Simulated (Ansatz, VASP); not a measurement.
Two plane-wave programs on Al

INCAR

```
SYSTEM = Al
PREC = Accurate
ENCUT = 520
EDIFF = 1E-6
ISMEAR = 0
SIGMA = 0.2
LREAL = .False.
LASPH = .True.
NELM = 60
ALGO = Fast
ISIF = 2
LWAVE = .False.
LCHARG = .True.
GGA = PE
LELF = .True.
LVHAR = .True.
NBANDS = 22
```

File KPOINTS:

```
Automatic mesh
0
Gamma
  4 4 4
  0 0 0
```

File POSCAR:

```
Al
1.0
    5.4379208817      0.0000000000      0.0000000000
    0.0000000000      5.4379208817      0.0000000000
    0.0000000000      0.0000000000      5.4565619920
Al
8
Direct
    0.0000000000      0.0000000000      0.2500000000
    0.0000000000      0.0000000000      0.7500000000
    1.0000000000      0.5000000000      0.2500000000
    1.0000000000      0.5000000000      0.7500000000
    0.5000000000      0.0000000000      0.2500000000
    0.5000000000      0.0000000000      0.7500000000
    0.5000000000      0.5000000000      0.2500000000
    0.5000000000      0.5000000000      0.7500000000
```

Input for Ansatz:

```yaml
crystal:
  lattice:
    - [5.4379208817, 0.0, 0.0]
    - [0.0, 5.4379208817, 0.0]
    - [0.0, 0.0, 5.456561992]
  atoms:
    - { symbol: Al, position: [0.0, 0.0, 0.25] }
    - { symbol: Al, position: [0.0, 0.0, 0.75] }
    - { symbol: Al, position: [1.0, 0.5, 0.25] }
    - { symbol: Al, position: [1.0, 0.5, 0.75] }
    - { symbol: Al, position: [0.5, 0.0, 0.25] }
    - { symbol: Al, position: [0.5, 0.0, 0.75] }
    - { symbol: Al, position: [0.5, 0.5, 0.25] }
    - { symbol: Al, position: [0.5, 0.5, 0.75] }
basis:
  ecutwfc: 420
kpoints:
  mp_grid: { grid: [4, 4, 4] }
hamiltonian:
  xc: pbe
scf:
  occupations: { method: gaussian, width: 0.2 }
  lower_state_search: "off"
output:
  forces: true
  stress: true
  eigenvalues: true
```

Alike in both runs: task single point; functional PBE; k mesh 4 × 4 × 4; occupations gaussian, width 0.2 eV; no spin polarisation.

|  | VASP | Ansatz |
| --- | --- | --- |
| version | VASP 6.6.1 | Ansatz 0.2.0 |
| potentials or method | VASP PAW PBE potentials, release 64 (Al) | scalar-relativistic, plane waves, PAW |
| plane-wave cutoff (eV) | 520 | 420 |
| valence electrons in the cell | 24 | 24 |

```tsv
	VASP	Ansatz	Ansatz less VASP
gap on the k mesh at the Fermi level (eV)	none	none	-
pressure (GPa)	-0.3	-0.3	+0.03
largest component of the traceless stress (GPa)	0.35	0.35	-0.002
```

A gap of «none» marks a metal or a gap that the smearing closes. The functional is the same, so the differences come from potentials, cutoffs and numerics.
